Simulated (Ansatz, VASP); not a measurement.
# Si: VASP beside Ansatz

POSCAR

```
Si
1.0
    4.1209500000      0.0000000000      0.0000000000
   -2.0604700000      3.5688500000      0.0000000000
    0.0000000000      0.0000000000      2.6547900000
Si
2
Direct
    0.3333300000      0.6666700000      0.5000000000
    0.6666700000      0.3333300000      0.5000000000
```

INCAR.step1

```
SYSTEM = Si
PREC     = Accurate       ! precision mode
ENCUT    = 520            ! plane-wave cutoff, eV
EDIFF    = 1E-5           ! SCF threshold, eV
ISMEAR   = -1             ! smearing method
SIGMA    = 0.05           ! smearing width, eV
LREAL    = .FALSE.        ! projectors in reciprocal space
LASPH    = .TRUE.         ! aspherical terms in the spheres
NELM     = 100            ! most SCF steps
ALGO     = Normal         ! electronic algorithm
ISIF     = 2              ! what is computed and relaxed
LWAVE    = .TRUE.         ! write WAVECAR
LCHARG   = .FALSE.        ! write CHGCAR
GGA      = PE             ! functional
```

INCAR.step2

```
SYSTEM = Si
PREC     = Accurate       ! precision mode
ENCUT    = 520            ! plane-wave cutoff, eV
EDIFF    = 1E-6           ! SCF threshold, eV
ISMEAR   = -1             ! smearing method
SIGMA    = 0.05           ! smearing width, eV
LREAL    = .FALSE.        ! projectors in reciprocal space
LASPH    = .TRUE.         ! aspherical terms in the spheres
NELM     = 100            ! most SCF steps
ALGO     = Normal         ! electronic algorithm
ISIF     = 2              ! what is computed and relaxed
LWAVE    = .FALSE.        ! write WAVECAR
LCHARG   = .FALSE.        ! write CHGCAR
GGA      = PS             ! functional
LHFCALC  = .TRUE.         ! exact exchange
AEXX     = 0.25           ! exact-exchange fraction
PRECFOCK = Normal       
HFRCUT   = -1           
ISTART   = 1
```

The input KPOINTS:

```
Automatic mesh
0
G
  4 4 5
  0 0 0
```

The input KPOINTS_OPT:

```
path GMKGALHA,LM,KH
10
line-mode
reciprocal
 0.0000000000  0.0000000000  0.0000000000  G
 0.5000000000  0.0000000000  0.0000000000  M

 0.5000000000  0.0000000000  0.0000000000  M
 0.3333333333  0.3333333333  0.0000000000  K

 0.3333333333  0.3333333333  0.0000000000  K
 0.0000000000  0.0000000000  0.0000000000  G

 0.0000000000  0.0000000000  0.0000000000  G
 0.0000000000  0.0000000000  0.5000000000  A

 0.0000000000  0.0000000000  0.5000000000  A
 0.5000000000  0.0000000000  0.5000000000  L

 0.5000000000  0.0000000000  0.5000000000  L
 0.3333333333  0.3333333333  0.5000000000  H

 0.3333333333  0.3333333333  0.5000000000  H
 0.0000000000  0.0000000000  0.5000000000  A

 0.5000000000  0.0000000000  0.5000000000  L
 0.5000000000  0.0000000000  0.0000000000  M

 0.3333333333  0.3333333333  0.0000000000  K
 0.3333333333  0.3333333333  0.5000000000  H
```

input.yaml

```yaml
crystal:
  lattice:
    - [4.12095, 0.0, 0.0]
    - [-2.06047, 3.56885, 0.0]
    - [0.0, 0.0, 2.65479]
  atoms:
    - { symbol: Si, position: [0.33333, 0.66667, 0.5] }
    - { symbol: Si, position: [0.66667, 0.33333, 0.5] }
hamiltonian:
  xc: { exchange: pbesol, correlation: pbesol, exx: { coeff: 0.25 } }
  pseudopotentials: { kind: paw }
kpoints:
  mp_grid: { grid: [4, 4, 5] }
scf:
  occupations: { method: fermi_dirac, width: 0.05 }
output:
  forces: true
  stress: true
  eigenvalues: true
```

The cell was built by a generator and needn't be a form met in nature.

Alike in both runs: functional PBEsol0; k mesh 4 × 4 × 5; occupations fermi-dirac, width 0.05 eV; no spin polarisation.

```csv
,VASP,Ansatz
version,VASP 6.6.1,Ansatz 0.2.0
potentials or method,"VASP PAW PBE potentials, release 64 (Si)",Ansatz PAW
plane-wave cutoff (eV),520,420
valence electrons in the cell,8,8
task,band structure,single point
```

```csv
,VASP,Ansatz,Ansatz less VASP
gap on the k mesh at the Fermi level (eV),none,none,-
pressure (GPa),-4.4,-3.8,+0.63
largest component of the traceless stress (GPa),8.65,8.31,-0.343
```

A gap of «none» marks a metal or a gap that the smearing closes. With one functional, cell and mesh, what is left measures potentials, basis and numerics.

Caveats: the k mesh is coarse (spacing up to 0.47 Å⁻¹), so the values aren't converged, least of all with exact exchange; the PAW data sets were made with another functional, which shifts forces and pressure a little (VASP); the PAW data sets come from PBE, with cores solved anew for the run's functional, which leaves a small shift of forces and pressure (Ansatz); the thresholds are loose for stress (Ansatz).
